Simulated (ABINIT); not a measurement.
Runs of ABINIT 10.8.3 (patched build) on ZnS (Wurtzite-2H). Symmetry: P6_3mc, No. 186, hexagonal system. The conventional cell has a = 3.811 Å, b = 3.811 Å, c = 6.234 Å, α = 90.00°, β = 90.00°, γ = 120.00°. Zn (site symmetry 3m) has 4 S at 2.31 to 2.40 Å as nearest neighbours. S (site symmetry 3m) is surrounded by 4 Zn at 2.31 to 2.40 Å. 

| task | level | potentials or basis | k mesh | cutoff (eV) | fine-grid cutoff | mesh quality | gap on the mesh (eV) | largest force (eV/Å) |
| --- | --- | --- | --- | --- | --- | --- | --- | --- |
| single point | LDA | JTH PAW LDA v2.0 | 10 × 10 × 6 | 544 | 1088.46 eV | not flagged | 1.97 | 0.29 |
| band structure | LDA | JTH PAW LDA v2.0 | 8 × 8 × 5 | 544 | 1088.46 eV | not flagged | 1.97 | 0.29 |
| single point | PBEsol | JTH PAW PBE v2.0 | 3 × 3 × 2 | 544 | 1088.46 eV | coarse | 2.08 | (b) |
| single point | PBEsol | JTH PAW PBE v2.0 | 6 × 6 × 4 | 544 | 1088.46 eV | not flagged | 2.09 | 0.30 |
| single point | PBEsol | JTH PAW PBE v2.0 | 5 × 5 × 3 | 544 | 1088.46 eV | not flagged | 2.09 | (a) |
| single point | LDA | JTH PAW LDA v2.0 | 3 × 3 × 2 | 544 | 1088.46 eV | coarse | 1.96 | 0.34 |
| single point | r2SCAN | JTH PAW PBE v2.0 | 3 × 3 × 2 | 653 | 1251.72 eV | coarse | 2.78 | 0.37 |
| band structure | LDA-Teter | JTH PAW LDA v2.0 | 8 × 8 × 5 | 544 | 1088.46 eV | not flagged | 1.97 | 0.29 |
| band structure | HCTH407 | JTH PAW PBE v2.0 | 8 × 8 × 5 | 544 | 1088.46 eV | not flagged | (c) | 0.29 |
| single point | LDA | JTH PAW LDA v2.0 | 5 × 5 × 3 | 544 | 1088.46 eV | not flagged | 1.97 | 0.29 |

Alike in all rows: no spin polarisation; cell as given; smearing fermi-dirac 0.05 eV.

Q: Fill in the values left out.

A: (a) 0.31; (b) 0.35; (c) 2.75.

Caveats: some runs use coarse meshes; the PAW data sets were made with another functional, which shifts forces and pressure a little (some runs).

Runs at the PBE level aren't shown here.
